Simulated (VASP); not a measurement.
Gd:

```
CELL_PARAMETERS angstrom
-2.02500 2.02500 2.02500
2.02500 -2.02500 2.02500
2.02500 2.02500 -2.02500
ATOMIC_POSITIONS crystal
Gd 0.00000 0.00000 0.00000
```

This isn't the form of Gd at room conditions, which is hcp.

Base run:

- Program: VASP 6.6.1
- Functional: r2SCAN
- Potentials or basis: VASP PAW PBE potentials, release 64 (Gd)
- Cutoff: 520 eV
- k mesh: 7 × 7 × 7
- Occupations: fermi-dirac, width 0.05 eV
- Spin: collinear spin, ferromagnetic start
- Starting moments: [7.0] μB

Its results: net moment 7.88 μB per cell.

Problem. After a change of settings the same cell gave: net moment 7.45 μB per cell. Which change was it?
A. functional from r2SCAN to RPBE
B. functional from r2SCAN to LDA
C. functional from r2SCAN to PBEsol
D. functional from r2SCAN to revPBE

Solution. B.

Runs at the PBE level aren't shown here.
